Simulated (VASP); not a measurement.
Sc: single point with PBE

The system is Sc.

```
Sc
1.0
     0.00000    2.27050    2.27050
     2.27050    0.00000    2.27050
     2.27050    2.27050    0.00000
Sc
1
Direct
  0.00000 0.00000 0.00000
```

This isn't the form of Sc at room conditions, which is hcp.

| Property | Result |
| --- | --- |
| Program | VASP 6.6.1 |
| Task | single point |
| Functional | PBE |
| Potentials or basis | VASP PAW PBE potentials, release 64 (Sc_sv) |
| Cutoff | 520 eV |
| k mesh | 15 × 15 × 15 |
| Occupations | fermi-dirac, width 0.03 eV |
| Spin | no spin polarisation |
| Dipole correction | no |
| Further INCAR settings | ALGO = Normal; EDIFF = 1e-06; NBANDS = 12 |

```json
{
  "Pressure": "2.9 GPa",
  "Band gap on the k mesh": "none (metal or under the smearing width)"
}
```

Levels at points of the mesh, in eV from the Fermi level:
```csv
k point,band 1,band 2,band 3,band 4,band 5,band 6,band 7,band 8,band 9,band 10
"(0.00, 0.00, 0.00)",-49.30,-27.68,-27.68,-27.68,-5.29,1.65,1.65,1.65,3.13,3.13
```

Run time: 9.2 s on 1 thread of Intel(R) Xeon(R) 6975P-C (Granite Rapids) (shared host), peak memory 0.15 GiB.
